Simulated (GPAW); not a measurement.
The system is WS2 (Tungstenite).

```
W S
1.0
     3.18000    0.00000    0.00000
    -1.59000    2.75396    0.00000
     0.00000    0.00000   12.50000
W S
2 4
Direct
  0.66667 0.33333 0.75000
  0.33333 0.66667 0.25000
  0.66667 0.33333 0.37500
  0.33333 0.66667 0.87500
  0.66667 0.33333 0.12500
  0.33333 0.66667 0.62500
```

Base run:

- Program: GPAW 26.7.0
- Functional: PBE
- Potentials or basis: PAW data sets generated in the run's folder for this functional
- Cutoff: 600 eV
- Basis: pw
- k mesh: 6 × 6 × 2
- Occupations: fermi-dirac, width 0.05 eV
- Spin: no spin polarisation

Its results: band gap on the k mesh 1.05 eV, indirect (least direct gap 1.73 eV); pressure 2.3 GPa; largest force 0.152 eV/Å.

After a change of settings the same cell gave: band gap on the k mesh 0.98 eV, indirect (least direct gap 1.51 eV); pressure -1.5 GPa; largest force 0.085 eV/Å. Which change was it?
A. functional from PBE to PBEsol; k mesh from 6 × 6 × 2 to 10 × 10 × 3
B. functional from PBE to PBEint; spin from no spin polarisation to spin-orbit coupling, no magnetisation
C. potentials or basis from PAW data sets generated in the run's folder for this functional to GPAW PAW data sets (gpaw-data 1.2.1); spin from no spin polarisation to spin-orbit coupling, no magnetisation
D. potentials or basis from PAW data sets generated in the run's folder for this functional to GPAW PAW data sets (gpaw-data 1.2.1), newer versions; band points from 60 to 100

B.

Caveats: spin-orbit coupling is left out, which moves the levels of the heavy elements (some runs); this functional lacks dispersion, which binds the layers, so the pressure and a relaxed spacing across them are unreliable (some runs); spin-orbit coupling was added after a scalar SCF, so levels and gaps hold it while energy, forces, pressure and moments don't (some runs); this program's spin-orbit splittings come out too wide for heavy elements (some runs).

Not every run made on this cell is shown here.
